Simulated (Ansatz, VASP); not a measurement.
# MgH2 in VASP and in Ansatz

```
Mg H
1.0
     4.51786    0.00000    0.00000
     0.00000    4.51786    0.00000
     0.00000    0.00000    3.01207
Mg H
2 4
Direct
  0.00000 0.00000 0.00000
  0.50000 0.50000 0.50000
  0.30444 0.30444 0.00000
  0.19556 0.80444 0.50000
  0.69556 0.69556 0.00000
  0.80444 0.19556 0.50000
```

Alike in both runs: task relaxation of cell and atoms; functional PBEsol; k mesh 6 × 6 × 8; occupations gaussian, width 0.02 eV; no spin polarisation.

|  | VASP | Ansatz |
| --- | --- | --- |
| version | VASP 6.6.1 | Ansatz 0.2.0 |
| potentials or method | VASP PAW PBE potentials, release 64 (Mg, H) | scalar-relativistic, plane waves, PAW |
| plane-wave cutoff (eV) | 600 | 420 |
| valence electrons in the cell | 8 | 24 |

```csv
,VASP,Ansatz,Ansatz less VASP
"gap on the k mesh at the Fermi level, each at its own relaxed structure (eV)",3.58,3.57,-0.004
relaxed volume (Å³/atom),10.02,10.05,+0.027
relaxed cell length with the largest relative difference (Å),4.473,4.477,+0.0043
```

The two sets of potentials don't hold the same shells in valence.

Caveats: the PAW data sets were made with another functional, which shifts forces and pressure a little (VASP). A k mesh can miss the band edges. A hybrid or GW would open this gap; PBEsol tends to underestimate it.
